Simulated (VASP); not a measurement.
These are PBE GGA, VASP's PBE PAW potentials (set 64) (plane waves; VASP) values and carry that method's errors.

A VASP calculation is set up with these files.

**INCAR**
```
LASPH = .TRUE.   # aspherical one-centre terms
ALGO = Normal
SYSTEM = ZrO2
LMAXMIX = 4   # l cut-off of mixed one-centre charges
PREC = Accurate
NELM = 100
LREAL = .FALSE.   # projection in real space or not
SIGMA = 0.02   # width (eV)
GGA = PE   # PBE
ISIF = 2
LWAVE = .FALSE.
NEDOS = 601   # DOS grid
LCHARG = .FALSE.
ISMEAR = 0
LORBIT = 11
ENCUT = 400   # plane-wave cut-off (eV)
EDIFF = 1E-6
```

### KPOINTS
```
Automatic mesh
0
Gamma
17 17 17
0 0 0
```

POSCAR:
```
ZrO2
2.5954670
  0.0000000000   1.0000000000   1.0000000000
  1.0000000000   0.0000000000   1.0000000000
  1.0000000000   1.0000000000   0.0000000000
Zr O
1 2
Direct
  0.0000000000   0.0000000000   0.0000000000
  0.2500000000   0.2500000000   0.2500000000
  0.7500000000   0.7500000000   0.7500000000
```

POTCAR, in this order: Zr_sv O (PBE.64 set). Program: vasp_std.

Output of the run:

OSZICAR:
```
       N       E                     dE             d eps       ncg     rms          rms(c)
DAV:   1     0.161437325552E+03    0.16144E+03   -0.12672E+04  5304   0.126E+03
DAV:   2    -0.286798228848E+02   -0.19012E+03   -0.18629E+03  6912   0.348E+02
DAV:   3    -0.348286187497E+02   -0.61488E+01   -0.61436E+01  7672   0.649E+01
DAV:   4    -0.349784828786E+02   -0.14986E+00   -0.14984E+00  7560   0.773E+00
DAV:   5    -0.349807769513E+02   -0.22941E-02   -0.22941E-02  7064   0.787E-01    0.221E+01
DAV:   6    -0.286840634958E+02    0.62967E+01   -0.36879E+01  6192   0.451E+01    0.865E+00
DAV:   7    -0.286012358595E+02    0.82828E-01   -0.14631E+00  7176   0.970E+00    0.535E+00
DAV:   8    -0.285628671484E+02    0.38369E-01   -0.20434E-01  7088   0.450E+00    0.505E-01
DAV:   9    -0.285641052680E+02   -0.12381E-02   -0.14231E-02  7392   0.907E-01    0.350E-01
DAV:  10    -0.285654052873E+02   -0.13000E-02   -0.42613E-03  6536   0.688E-01    0.133E-01
DAV:  11    -0.285654724411E+02   -0.67154E-04   -0.15495E-03  6984   0.324E-01    0.137E-01
DAV:  12    -0.285654015049E+02    0.70936E-04   -0.42698E-04  5952   0.160E-01    0.348E-03
DAV:  13    -0.285654030546E+02   -0.15497E-05   -0.88237E-06  6440   0.237E-02    0.473E-03
DAV:  14    -0.285654037580E+02   -0.70342E-06   -0.19921E-06  5432   0.110E-02
   1 F= -.28565404E+02 E0= -.28565404E+02  d E =-.319208E-33
```

File OUTCAR:
```
------------------------ aborting loop because EDIFF is reached ----------------------------------------
  FORCE on cell =-STRESS in cart. coord.  units (eV):
  Direction    XX          YY          ZZ          XY          YZ          ZX
  --------------------------------------------------------------------------------------
  Total       -3.2349263     -3.2349263     -3.2349263     -0.0000000     -0.0000000      0.0000000
  in kB     -148.2171432   -148.2171432   -148.2171432     -0.0000000     -0.0000000      0.0000000
  external PRESSURE =    -148.2171432 kB  Pullay stress =       0.0000000 kB
  volume of cell :       34.97
      direct lattice vectors                 reciprocal lattice vectors
     0.000000000  2.595467000  2.595467000    -0.192643559  0.192643559  0.192643559
     2.595467000  0.000000000  2.595467000     0.192643559 -0.192643559  0.192643559
     2.595467000  2.595467000  0.000000000     0.192643559  0.192643559 -0.192643559
 POSITION                                       TOTAL-FORCE (eV/Angst)
 -----------------------------------------------------------------------------------
      0.00000      0.00000      0.00000         0.000000     -0.000000     -0.000000
      1.29773      1.29773      1.29773         0.000000      0.000000      0.000000
      3.89320      3.89320      3.89320        -0.000000     -0.000000     -0.000000
 -----------------------------------------------------------------------------------
    total drift:                               -0.000000      0.000000      0.000000
  FREE ENERGIE OF THE ION-ELECTRON SYSTEM (eV)
  ---------------------------------------------------
  free  energy   TOTEN  =       -28.5654037580 eV

  energy  without entropy=      -28.5654037580  energy(sigma->0) =      -28.56540376

 total charge

# of ion       s       p       d       tot
------------------------------------------
    1        2.158   6.035   1.237   9.430
    2        1.586   3.517   0.000   5.104
    3        1.586   3.517   0.000   5.104
--------------------------------------------------
tot          5.331  13.069   1.237  19.637
```
(Selected blocks of OUTCAR.)

### OUTCAR
```
 val. band max:        6.5537318688   @ k =  -0.4706   0.4706   0.0000

 cond. band min:       9.7601756597   @ k =   0.0000   0.0000   0.0000


 Fermi energy:         6.7169839408

 k-point     1 :       0.0000    0.0000    0.0000
  band No.  band energies     occupation
      1     -41.7990      2.00000
      2     -19.6099      2.00000
      3     -19.6099      2.00000
      4     -19.6099      2.00000
      5     -11.3465      2.00000
      6      -9.0101      2.00000
      7       1.6643      2.00000
      8       1.6643      2.00000
      9       1.6643      2.00000
     10       6.0614      2.00000
     11       6.0614      2.00000
     12       6.0614      2.00000
     13       9.7602      0.00000
     14       9.7602      0.00000
     15      12.7135      0.00000
     16      15.2521      0.00000

 k-point     2 :       0.0588    0.0000    0.0000
  band No.  band energies     occupation
      1     -41.7978      2.00000
      2     -19.6294      2.00000
      3     -19.6118      2.00000
      4     -19.6118      2.00000
      5     -11.3070      2.00000
      6      -9.0424      2.00000
      7       1.6963      2.00000
      8       1.6963      2.00000
      9       1.7513      2.00000
     10       5.9642      2.00000
     11       5.9907      2.00000
     12       5.9908      2.00000
     13       9.8247      0.00000
     14       9.8247      0.00000
     15      12.8412      0.00000
     16      15.1260      0.00000

 k-point     3 :       0.1176    0.0000    0.0000
  band No.  band energies     occupation
      1     -41.7946      2.00000
      2     -19.6839      2.00000
      3     -19.6171      2.00000
      4     -19.6171      2.00000
      5     -11.1867      2.00000
      6      -9.1311      2.00000
      7       1.7888      2.00000
      8       1.7888      2.00000
      9       1.9992      2.00000
     10       5.7263      2.00000
     11       5.8219      2.00000
     12       5.8220      2.00000
     13       9.9891      0.00000
...
```

At this cut-off the stress carries a Pulay error, which pulls relaxed volumes low.

The structure comes from a computed database's ZrO2 entry; how it stands against other phases isn't given here. The cell was not relaxed at this level. The run is one of a series of settings (NEDOS = 601, KPOINTS 17×17×17 Γ-centred mesh against the base run), some of them coarse on purpose.
